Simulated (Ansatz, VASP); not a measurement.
**Two plane-wave programs on AgCl**

File INCAR:

```
SYSTEM = AgCl
  ALGO = Normal
  EDIFF = 1E-6
  ENCUT = 520
  GGA = PE
  ISIF = 2
  ISMEAR = 0
  LASPH = .TRUE.
  LCHARG = .TRUE.
  LELF = .TRUE.
  LREAL = .FALSE.
  LVHAR = .TRUE.
  LWAVE = .FALSE.
  NBANDS = 26
  NELM = 80
  PREC = Accurate
  SIGMA = 0.01
```

File KPOINTS:

```
k-points
0
G
  6 6 4
  0 0 0
```

File POSCAR:

```
AgCl
1.0
    4.1142760694      0.0000000000      0.0000000000
   -2.0571380347      3.5630675943      0.0000000000
    0.0000000000      0.0000000000      6.2612236284
Ag Cl
2 2
Direct
    0.0000000000      0.0000000000      0.0000000000
    0.0000000000      0.0000000000      0.5000000000
    0.3333333333      0.6666666667      0.2500000000
    0.6666666667      0.3333333333      0.7500000000
```

Input for Ansatz:

```yaml
crystal:
  lattice:
    - [4.1142760694, 0.0, 0.0]
    - [-2.0571380347, 3.5630675943, 0.0]
    - [0.0, 0.0, 6.2612236284]
  atoms:
    - { symbol: Ag, position: [0.0, 0.0, 0.0] }
    - { symbol: Ag, position: [0.0, 0.0, 0.5] }
    - { symbol: Cl, position: [0.3333333333, 0.6666666667, 0.25] }
    - { symbol: Cl, position: [0.6666666667, 0.3333333333, 0.75] }
kpoints:
  mp_grid: { grid: [6, 6, 4] }
hamiltonian:
  xc: pbe
scf:
  occupations: { method: fixed }
  n_extra_bands: 5
output:
  forces: true
  stress: true
  eigenvalues: true
```

Alike in both runs: task single point; functional PBE; k mesh 6 × 6 × 4; no spin polarisation.

|  | VASP | Ansatz |
| --- | --- | --- |
| version | VASP 6.6.1 | Ansatz 0.2.0 |
| potentials or method | VASP PAW PBE potentials, release 64 (Ag, Cl) | plane waves, PAW |
| plane-wave cutoff (eV) | 520 | 420 |
| occupations | gaussian, width 0.01 eV | fixed |
| valence electrons in the cell | 36 | 52 |

```tsv
	VASP	Ansatz	Ansatz less VASP
gap on the k mesh at the Fermi level (eV)	0.91	0.91	+0.001
pressure (GPa)	-1.3	-1.2	+0.11
```

The two sets of potentials don't hold the same shells in valence.

As with any semilocal functional, this PBE gap is likely too small.
